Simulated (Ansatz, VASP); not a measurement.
Tl: VASP beside Ansatz

```
Tl
1.0
     0.00000    2.32092    2.78510
     2.32092    0.00000    2.78510
     2.32092    2.32092    0.00000
Tl
1
Direct
  0.00000 0.00000 0.00000
```

Alike in both runs: task single point; functional LDA; k mesh 18 × 18 × 18; occupations gaussian, width 0.15 eV; no spin polarisation.

|  | VASP | Ansatz |
| --- | --- | --- |
| version | VASP 6.6.1 | Ansatz 0.2.0 |
| potentials or method | VASP PAW LDA potentials, release 64 (Tl_d) | scalar-relativistic, plane waves, PAW |
| plane-wave cutoff (eV) | 520 | 420 |
| valence electrons in the cell | 13 | 13 |

|  | VASP | Ansatz | Ansatz less VASP |
| --- | --- | --- | --- |
| gap on the k mesh at the Fermi level (eV) | none | none | - |
| pressure (GPa) | -3.1 | -3.2 | -0.03 |
| largest component of the traceless stress (GPa) | 0.55 | 0.54 | -0.017 |

A gap of «none» marks a metal or a gap that the smearing closes.

Spin-orbit coupling is left out, which matters for the levels of Tl.
